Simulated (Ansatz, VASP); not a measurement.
# AlN in VASP and in Ansatz

```
Al N
1.0
     3.28598    0.00000    0.00000
    -1.64299    2.84574    0.00000
     0.00000    0.00000    4.15283
Al N
2 2
Direct
  0.33333 0.66667 0.75000
  0.66667 0.33333 0.25000
  0.33333 0.66667 0.25000
  0.66667 0.33333 0.75000
```

Change from the starting cell: mode 4 frozen in at +0.000 Å, equal normal strain along x, y and z -0.0083.

Alike in both runs: task single point; functional PBE; k mesh 9 × 9 × 6; occupations gaussian, width 0.05 eV; no spin polarisation.

|  | VASP | Ansatz |
| --- | --- | --- |
| version | VASP 6.6.1 | Ansatz 0.2.0 |
| potentials or method | VASP PAW PBE potentials, release 64 (Al, N) | scalar-relativistic, plane waves, PAW |
| plane-wave cutoff (eV) | 520 | 520 |
| valence electrons in the cell | 16 | 16 |

```csv
,VASP,Ansatz,Ansatz less VASP
gap on the k mesh at the Fermi level (eV),3.45,3.44,-0.010
least direct gap on the mesh (eV),3.45,3.44,-0.010
pressure (GPa),5.3,5.4,+0.16
largest component of the traceless stress (GPa),0.64,0.76,+0.121
```

With one functional, cell and mesh, what is left measures potentials, basis and numerics.
